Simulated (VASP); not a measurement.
# ZrN in VASP: single point with PBE+D3(BJ)

Aim: the single point of ZrN with PBE+D3(BJ).

Everything below comes from runs of VASP 6.6.1. Logs are shortened: lines on timing, memory, paths and dates and some standing lists are left out, and cuts for length are marked.

## (1) The cell of the first run

The cell holds a slab with vacuum, 24 atoms: a = 6.448 Å, b = 6.448 Å, c = 20.559 Å, α = 90.00°, β = 90.00°, γ = 90.00°.

## (2) Single point, PBE+D3(BJ) (clean slab, lower planes held)

File INCAR:

```
PREC     = Accurate       # precision mode
ENCUT    = 520            # plane-wave cutoff, eV
EDIFF    = 1E-6           # SCF threshold, eV
ISMEAR   = 0              # smearing method
SIGMA    = 0.1            # smearing width, eV
LREAL    = Auto         
LASPH    = T              # aspherical terms in the spheres
NELM     = 100            # most SCF steps
ALGO     = Fast           # electronic algorithm
ISIF     = 2              # what is computed and relaxed
LWAVE    = F              # write WAVECAR
LCHARG   = F              # write CHGCAR
LDIPOL   = T            
IDIPOL   = 3            
DIPOL    = 0.5 0.5 0.498
GGA      = PE             # functional
IVDW     = 12             # dispersion correction
NBANDS   = 120            # bands
```

File KPOINTS:

```
Automatic mesh
0
Gamma
  3 3 1
```

File POSCAR:

```
ZrN
1.0
    6.4475937667      0.0000000000      0.0000000000
    0.0000000000      6.4475937667      0.0000000000
    0.0000000000      0.0000000000     20.5591372748
Zr N
12 12
Direct
    0.2500000000      0.2500000000      0.3891213864
    0.2500000000      0.7500000000      0.3891213864
    0.7500000000      0.2500000000      0.3891213864
    0.7500000000      0.7500000000      0.3891213864
    0.5000000000      0.5000000000      0.4981067559
    0.5000000000      0.0000000000      0.4981067559
    0.0000000000      0.5000000000      0.4981067559
    0.0000000000      0.0000000000      0.4981067559
    0.7500000000      0.7500000000      0.6031543924
    0.7500000000      0.2500000000      0.6031543924
    0.2500000000      0.7500000000      0.6031543924
    0.2500000000      0.2500000000      0.6031543924
    0.5000000000      0.5000000000      0.3891213864
    0.5000000000      0.0000000000      0.3891213864
    0.0000000000      0.5000000000      0.3891213864
    0.0000000000      0.0000000000      0.3891213864
    0.7500000000      0.7500000000      0.4962669341
    0.7500000000      0.2500000000      0.4962669341
    0.2500000000      0.7500000000      0.4962669341
    0.2500000000      0.2500000000      0.4962669341
    0.0000000000      0.0000000000      0.6128601685
    0.0000000000      0.5000000000      0.6128601685
    0.5000000000      0.0000000000      0.6128601685
    0.5000000000      0.5000000000      0.6128601685
```

Potentials or basis: VASP PAW PBE potentials, release 64 (Zr_sv, N).

On the command line:

```console
> cat potpaw_PBE.64/Zr_sv/POTCAR potpaw_PBE.64/N/POTCAR > POTCAR
> mpirun -np 1 vasp_std > vasp.out
```

OUTCAR:

```text
PREC = Accurate
   ENCUT = 520
   EDIFF = 1E-6
   ISMEAR = 0
   LREAL = Auto
   LASPH = T
   NELM = 100
   ISIF = 2
   GGA = PE
   IVDW = 12
 IVDW          = 12

 ion  position               nearest neighbor table
   1  0.250  0.250  0.389-  20 2.20  14 2.28  15 2.28  16 2.28  13 2.28   6 3.20   7 3.20   8 3.20
                             5 3.20   3 3.22   2 3.22   2 3.22   3 3.22
   2  0.250  0.750  0.389-  19 2.20  14 2.28  15 2.28  16 2.28  13 2.28   6 3.20   7 3.20   8 3.20
                             5 3.20   4 3.22   1 3.22   1 3.22   4 3.22
   3  0.750  0.250  0.389-  18 2.20  14 2.28  15 2.28  16 2.28  13 2.28   6 3.20   7 3.20   8 3.20
                             5 3.20   4 3.22   1 3.22   4 3.22   1 3.22
   4  0.750  0.750  0.389-  17 2.20  14 2.28  15 2.28  16 2.28  13 2.28   6 3.20   7 3.20   8 3.20
                             5 3.20   3 3.22   2 3.22   3 3.22   2 3.22
   5  0.500  0.500  0.498-  13 2.24  17 2.28  18 2.28  19 2.28  20 2.28  24 2.36  11 3.14  12 3.14
                             9 3.14  10 3.14   3 3.20   4 3.20   1 3.20   2 3.20   6 3.22   7 3.22
   6  0.500  0.000  0.498-  14 2.24  17 2.28  18 2.28  19 2.28  20 2.28  23 2.36  11 3.14  12 3.14
                             9 3.14  10 3.14   3 3.20   4 3.20   1 3.20   2 3.20   5 3.22   8 3.22
   7  0.000  0.500  0.498-  15 2.24  17 2.28  18 2.28  19 2.28  20 2.28  22 2.36  11 3.14  12 3.14
                             9 3.14  10 3.14   3 3.20   4 3.20   1 3.20   2 3.20   5 3.22   8 3.22
   8  0.000  0.000  0.498-  16 2.24  17 2.28  18 2.28  19 2.28  20 2.28  21 2.36  11 3.14  12 3.14
                             9 3.14  10 3.14   3 3.20   4 3.20   1 3.20   2 3.20   6 3.22   7 3.22
   9  0.750  0.750  0.603-  17 2.20  21 2.29  22 2.29  23 2.29  24 2.29   6 3.14   7 3.14   8 3.14
[... 26 lines left out ...]
 A1 = (   6.4475937667,   0.0000000000,   0.0000000000)
 A2 = (   0.0000000000,   6.4475937667,   0.0000000000)
 A3 = (   0.0000000000,   0.0000000000,  20.5591372748)

Analysis of symmetry for initial positions (statically):
=====================================================================
 Subroutine PRICEL returns following result:

  LATTYP: Found a simple tetragonal cell.
 ALAT       =     3.2237968833
 C/A-ratio  =     6.3773054007

  Lattice vectors:

 A1 = (   3.2237968833,   0.0000000000,   0.0000000000)
 A2 = (   0.0000000000,   3.2237968833,   0.0000000000)
 A3 = (   0.0000000000,   0.0000000000,  20.5591372748)

   4 primitive cells build up your supercell.

 Routine SETGRP: Setting up the symmetry group for a
 simple tetragonal supercell.

 Subroutine GETGRP returns: Found  8 space group operations
 (whereof  8 operations were pure point group operations)
 out of a pool of 16 trial point group operations.

The static configuration has the point symmetry C_4v.

Analysis of symmetry for dynamics (positions and initial velocities):
=====================================================================
 Subroutine PRICEL returns following result:

  LATTYP: Found a simple tetragonal cell.
 ALAT       =     3.2237968833
 C/A-ratio  =     6.3773054007

  Lattice vectors:

 A1 = (   3.2237968833,   0.0000000000,   0.0000000000)
 A2 = (   0.0000000000,   3.2237968833,   0.0000000000)
 A3 = (   0.0000000000,   0.0000000000,  20.5591372748)

   4 primitive cells build up your supercell.

 Routine SETGRP: Setting up the symmetry group for a
 simple tetragonal supercell.

 Subroutine GETGRP returns: Found  8 space group operations
 (whereof  8 operations were pure point group operations)
 out of a pool of 16 trial point group operations.

The dynamic configuration has the point symmetry C_4v.

 Subroutine INISYM returns: Found  8 space group operations
 (whereof  8 operations are pure point group operations),
 and found     4 'primitive' translations

----------------------------------------------------------------------------------------

                                     Primitive cell

  volume of cell :     213.6684

  direct lattice vectors                    reciprocal lattice vectors
     3.223796883  0.000000000  0.000000000     0.310193240  0.000000000  0.000000000
     0.000000000  3.223796883  0.000000000     0.000000000  0.310193240  0.000000000
     0.000000000  0.000000000 20.559137275     0.000000000  0.000000000  0.048640173

  length of vectors
     3.223796883  3.223796883 20.559137275     0.310193240  0.310193240  0.048640173

[... 26 lines left out ...]

  Cartesian coordinates                     Fractional coordinates (reciprocal lattice)
     0.051698873  0.000000000  0.000000000     0.333333333  0.000000000  0.000000000
     0.000000000  0.051698873  0.000000000     0.000000000  0.333333333  0.000000000
     0.000000000  0.000000000  0.048640173     0.000000000  0.000000000  1.000000000

  Length of vectors
     0.051698873  0.051698873  0.048640173

  Shift w.r.t. Gamma in fractional coordinates (k-lattice)
     0.000000000  0.000000000  0.000000000

 Subroutine IBZKPT returns following result:
 ===========================================

 Found      3 irreducible k-points:

 Following reciprocal coordinates:
            Coordinates               Weight
  0.000000  0.000000  0.000000      1.000000
  0.333333  0.000000  0.000000      4.000000
  0.333333  0.333333  0.000000      4.000000
   k-points           NKPTS =      3   k-points in BZ     NKDIM =      3   number of bands    NBANDS=    120
   number of dos      NEDOS =    301   number of ions     NIONS =     24
   total plane-waves  NPLWV = 368640
   dimension x,y,z NGX =    48 NGY =   48 NGZ =  160
   dimension x,y,z NGXF=    96 NGYF=   96 NGZF=  320
   ions per type =              12  12
   NGX,Y,Z   is equivalent  to a cutoff of  12.38, 12.38, 12.94 a.u.
   NGXF,Y,Z  is equivalent  to a cutoff of  24.75, 24.75, 25.88 a.u.
 SYSTEM =  unknown system
   PREC   = accura    normal or accurate (medium, high low for compatibility)
   ISTART =      0    job   : 0-new  1-cont  2-samecut
   ICHARG =      2    charge: 1-file 2-atom 10-const
   ISPIN  =      1    spin polarized calculation?
   LNONCOLLINEAR =      F non collinear calculations
   LSORBIT =      F    spin-orbit coupling
   LASPH  =      T    aspherical Exc in radial PAW
   ENCUT  =  520.0 eV  38.22 Ry    6.18 a.u.  11.99 11.99 38.23*2*pi/ulx,y,z
   NELM   =    100;   NELMIN=  2; NELMDL= -5     # of ELM steps
   EDIFF  = 0.1E-05   stopping-criterion for ELM
   LREAL  =      T    real-space projection
   EDIFFG = 0.1E-04   stopping-criterion for IOM
   NSW    =      0    number of steps for IOM
   IBRION =     -1    ionic relax: 0-MD 1-quasi-New 2-CG
   NFREE  =      0    steps in history (QN), initial steepest desc. (CG)
   ISIF   =      2    stress and relaxation
   ISYM   =      2    0-nonsym 1-usesym 2-fastsym
   POTIM  = 0.5000    time-step for ionic-motion
   TEBEG  =    0.0;   TEEND  =   0.0 temperature during run
   PSTRESS=    0.0 pullay stress
   NELECT =     204.0000    total number of electrons
   NUPDOWN=      -1.0000    fix difference up-down
   EMIN   =  10.00;   EMAX   =-10.00  energy-range for DOS
   EFERMI =   0.00;   METHOD = LEGACY
   ISMEAR =     0;   SIGMA  =   0.10  broadening in eV -4-tet -1-fermi 0-gaus
   EFERMI_NEDOS =   21; number of points for ismear=-14 and -15
   IALGO  =     68    algorithm
   IMIX   =      4    mixing-type and parameters
     AMIX     =   0.40;   BMIX     =  1.00
     AMIX_MAG =   1.60;   BMIX_MAG =  1.00
  volume/ion in A,a.u.               =      35.61       240.32
  Fermi-wavevector in a.u.,A,eV,Ry     =   1.015511  1.919038 14.031191  1.031263
  Thomas-Fermi vector in A             =   2.148802
   LORBIT       =      0    0 simple, 1 ext, 2 COOP (PROOUT), +10 PAW based schemes
   GGA     = PE    functional components
   LHFCALC =     F    Hartree Fock is set to
   AEXX    =    0.0000 exact exchange contribution
   IVDW    =    12    specifies the selected vdW correction
   LEPSILON=     F    determine dielectric tensor
   LRPA    =     F    only Hartree local field effects (RPA)
 non-spin polarized calculation
 RMM-DIIS sequential band-by-band and
 Gauss-broadening in eV      SIGMA  =   0.10
  energy-cutoff  :      520.00
  volume of cell :      854.67
 maximum number of plane-waves:     23035
 NGX is ok and might be reduce to    48
   NGX = 23   NGY = 23   NGZ = 77

 dipolmoment           0.000000      0.000000      0.002002 electrons x Angstroem

 number of electron     203.9999983 magnetization

 dipolmoment           0.000000      0.000000     -0.074834 electrons x Angstroem

 Free energy of the ion-electron system (eV)
  ---------------------------------------------------
  ext. energy  EPLUGINS =         0.00000000
  ---------------------------------------------------
  free energy    TOTEN  =      -237.02736493 eV

  energy without entropy =     -236.98016524  energy(sigma->0) =     -237.00376509

 E-fermi :   2.4810     XC(G=0):  -5.1999

 val. band max:        2.4431153077   @ k =   0.3333   0.0000   0.0000
 cond. band min:       2.5248066596   @ k =   0.3333   0.0000   0.0000
 fundamental gap:      0.0816913520
 Fermi energy:         2.4810388715

 k-point     1 :       0.0000    0.0000    0.0000
  band No.  band energies     occupation
      1     -47.5046      2.00000
      2     -47.4492      2.00000
      3     -47.4492      2.00000
      4     -47.4023      2.00000
      5     -47.3299      2.00000
      6     -47.2684      2.00000
[... 340 lines left out ...]
    113       3.7864      0.00000
    114       3.7869      0.00000
 [bands above 114 left out]

------------------------ aborting loop because EDIFF is reached ----------------------------------------

 vacuum level on the upper side and lower side of the slab       (xc-potential included)        -0.392        -0.116

 Edisp (eV)   -6.94947

 E8    (eV) :    -3.2854

  FORCE on cell =-STRESS in cart. coord.  units (eV):
  Direction    XX          YY          ZZ          XY          YZ          ZX
  --------------------------------------------------------------------------------------
  -------------------------------------------------------------------------------------
  Total     -16.53343   -16.53343     0.10929     0.00000    -0.00000     0.00000
  in kB     -30.99368   -30.99368     0.20488     0.00000    -0.00000     0.00000
  external pressure =      -20.59 kB  Pullay stress =        0.00 kB

 VOLUME and BASIS-vectors are now :
 -----------------------------------------------------------------------------
  energy-cutoff  :      520.00
  volume of cell :      854.67
      direct lattice vectors                 reciprocal lattice vectors
     6.447593767  0.000000000  0.000000000     0.155096620  0.000000000  0.000000000
     0.000000000  6.447593767  0.000000000     0.000000000  0.155096620  0.000000000
     0.000000000  0.000000000 20.559137275     0.000000000  0.000000000  0.048640173

 POSITION                                       TOTAL-FORCE (eV/Angst)
 -----------------------------------------------------------------------------------
      1.61190      1.61190      8.00000        -0.000000     -0.000000      1.239245
      1.61190      4.83570      8.00000        -0.000000      0.000000      1.239245
      4.83570      1.61190      8.00000        -0.000000     -0.000000      1.239245
      4.83570      4.83570      8.00000        -0.000000      0.000000      1.239245
      3.22380      3.22380     10.24065        -0.000000     -0.000000      0.008417
      3.22380      0.00000     10.24065        -0.000000     -0.000000      0.008417
[... 16 lines left out ...]
      3.22380      0.00000     12.59988        -0.000000      0.000000      0.009179
      3.22380      3.22380     12.59988        -0.000000      0.000000      0.009179
 -----------------------------------------------------------------------------------
    total drift:                                0.000000      0.000000      0.009388

  FREE ENERGIE OF THE ION-ELECTRON SYSTEM (eV)
  ---------------------------------------------------
  free  energy   TOTEN  =      -243.9768352568 eV

  energy  without entropy=     -243.9296355690  energy(sigma->0) =     -243.95323541

 vacuum level on the upper side and lower side of the slab         4.630         4.918
```

Wall time 15 min (1 thread of Intel Xeon Platinum 8559C (Emerald Rapids), shared host); peak memory 0.81 GiB.

What came out:

```
Free energy                : -243.9768 eV
Largest force              : 1.262 eV/Å
Band gap on the k mesh     : 0.08 eV
Dispersion energy per atom : -0.290 eV
```

Forces in eV/Å, atoms in the order of the input:
```
Zr   0.000  0.000  1.239
Zr   0.000  0.000  1.239
Zr   0.000  0.000  1.239
Zr   0.000  0.000  1.239
Zr   0.000  0.000  0.008
Zr   0.000  0.000  0.008
Zr   0.000  0.000  0.008
Zr   0.000  0.000  0.008
Zr   0.000  0.000  0.017
Zr   0.000  0.000  0.017
Zr   0.000  0.000  0.017
Zr   0.000  0.000  0.017
N    0.000  0.000 -1.262
N    0.000  0.000 -1.262
N    0.000  0.000 -1.262
N    0.000  0.000 -1.262
N    0.000  0.000 -0.011
N    0.000  0.000 -0.011
N    0.000  0.000 -0.011
N    0.000  0.000 -0.011
N    0.000  0.000  0.009
N    0.000  0.000  0.009
N    0.000  0.000  0.009
N    0.000  0.000  0.009
```

Levels at points of the mesh, in eV from the valence-band top:
| k point | band 100 | band 101 | band 102 | band 103 | band 104 | band 105 |
| --- | --- | --- | --- | --- | --- | --- |
| (0.00, 0.00, 0.00) | -2.21 | -0.89 | -0.24 | 0.21 | 0.21 | 0.36 |
